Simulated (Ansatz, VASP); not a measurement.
**GaSb3: VASP beside Ansatz**

```
Ga Sb
1.0
     0.00000    3.62200    3.75493
     3.62200    0.00000    3.75493
     3.62200    3.62200    0.00000
Ga Sb
1 3
Cartesian
  0.0000 0.0000 0.0000
  1.8110 1.8110 1.8775
  5.4330 5.4330 5.6324
  3.6220 3.6220 3.7549
```

Change from the starting cell: engineering shear strain xz +0.0000, normal strain along z +0.0367.

Alike in both runs: task single point; functional LDA; k mesh 10 × 10 × 10; occupations gaussian, width 0.15 eV; no spin polarisation.

|  | VASP | Ansatz |
| --- | --- | --- |
| version | VASP 6.6.1 | Ansatz 0.2.0 |
| potentials or method | VASP PAW LDA potentials, release 64 (Ga_d, Sb) | scalar-relativistic, plane waves, PAW |
| plane-wave cutoff (eV) | 520 | 420 |
| valence electrons in the cell | 28 | 58 |

```csv
,VASP,Ansatz,Ansatz less VASP
gap on the k mesh at the Fermi level (eV),none,none,-
pressure (GPa),-2.0,-2.1,-0.07
largest component of the traceless stress (GPa),0.90,0.89,-0.015
```

A gap of «none» marks a metal or a gap that the smearing closes. The two sets of potentials don't hold the same shells in valence. Ansatz warned: «pseudo_functional_mismatch».

Spin-orbit coupling is left out, which matters for the levels of Sb.
